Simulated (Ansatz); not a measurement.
## Response to strain in BeO

The reference is BeO in the wurtzite structure (space group P6_3mc, No. 186; a = 2.712 Å, c = 4.405 Å). Axes: x lies along a and z along c of the hexagonal cell.

Strains are applied to the cell and any free atomic positions relax; under biaxial strain the out-of-plane vector relaxes too.

Computed with plane-wave PAW DFT at the PBE level (Ansatz, a quantum-chemistry and plane-wave program, 420 eV), no spin-orbit coupling.

Notes on the quantities. pressure: mean of the normal stresses, compression positive.

| variant | band gap | pressure | shortest interatomic distance |
|---|---|---|---|
| base | 7.45 eV | 0.00 GPa | 1.656 Å |
| biaxial strain −4.28 %, plane normal [001], relaxed out of plane | 7.89 eV | 17.78 GPa | 1.605 Å |
| biaxial strain −4.22 %, plane normal [001], relaxed out of plane | 7.89 eV | 17.48 GPa | 1.606 Å |
| biaxial strain −0.22 %, plane normal [001], relaxed out of plane | 7.50 eV | 0.76 GPa | 1.653 Å |
| biaxial strain −0.14 %, plane normal [001], relaxed out of plane | 7.48 eV | 0.48 GPa | 1.654 Å |
| biaxial strain +0.56 %, plane normal [001], relaxed out of plane | 7.34 eV | -1.87 GPa | 1.663 Å |
| biaxial strain +4.72 %, plane normal [001], relaxed out of plane | 6.52 eV | -12.99 GPa | 1.655 Å |
| isotropic strain −1.29 % | 7.86 eV | 8.76 GPa | 1.634 Å |
| uniaxial strain ε_yy = −1.43 % | 7.57 eV | 3.10 GPa | 1.641 Å |
| tensor shear ε_yz = −2.55 % | 7.30 eV | 0.15 GPa | 1.641 Å |

Whether these cells are dynamically stable was not tested.
